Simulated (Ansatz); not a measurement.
In:

```xyz
1
Lattice="-1.6255 1.6255 2.4737 1.6255 -1.6255 2.4737 1.6255 1.6255 -2.4737" Properties=species:S:1:pos:R:3 pbc="T T T"
In    0.0000    0.0000    0.0000
```

Program: Ansatz 0.2.0. Alike in all runs: task band structure; potentials or basis all-electron LAPW, scalar-relativistic; no spin polarisation; cell as given; k mesh 11 × 11 × 11; cutoff (eV) 179; smearing fermi-dirac 0.05 eV; basis error allowed 0.001 eV/atom.

Q: Order these runs on this cell by their pressure, lowest first.
A. level LDA
B. level PBE
C. level PBEsol

A: A (-2.5 GPa), C (-0.9 GPa), B (2.0 GPa).
